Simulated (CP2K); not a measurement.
# Ni under changes of volume

One of the cells (10.492 Å³/atom); the others are scaled copies at fixed shape and fractional positions:

```
Ni
1.0
     2.45730    0.00000    0.00000
     1.22865    2.12808    0.00000
     1.22865    0.70936    2.00638
Ni
1
Direct
  0.00000 0.00000 0.00000
```

| Item | Value |
| --- | --- |
| Program | CP2K 2026.2 |
| Functional | PBEsol |
| Potentials or basis | GTH_POTENTIALS Ni GTH-PBE-q18; TZVP-MOLOPT-SR-GTH basis |
| Density cutoff | 8163 eV |
| k mesh | 13 × 13 × 13 |
| Occupations | fermi-dirac, width 0.05 eV |
| Spin | collinear spin, ferromagnetic start |
| Starting moments | [1.0] μB |

| volume (Å³/atom) | energy over the lowest point (meV/atom) | pressure (GPa) |
| --- | --- | --- |
| 9.862 | 22.63 | 14.0 |
| 10.072 | 8.51 | 8.0 |
| 10.282 | 1.83 | 2.6 |
| 10.492 | 0.00 | -2.1 |
| 10.702 | 5.70 | -6.3 |
| 10.912 | 16.62 | -10.0 |
| 11.122 | ? | ? |

Question: What does the run at 11.122 Å³/atom give?

Answer: Energy over the lowest point 32.19 meV/atom; pressure -13.4 GPa.

Worked out: A Birch-Murnaghan fit of order 3 (a polynomial in V^(-2/3)) to the other rows has its minimum at 10.42 Å³/atom with B0 = V·E''(V) = 236 GPa (rough, since the energies scatter). It gives 33.51 meV/atom at 11.122 Å³/atom, against the run's 32.19, and -dE/dV = -15.0 GPa, against -13.4.

Energies are extrapolated to zero smearing.

Caveats: the potentials were made for another functional, which shifts forces and pressure; the basis of atomic orbitals isn't converged, which shifts pressures, moduli and gaps; the total moment is fixed, so each spin has its own Fermi level.
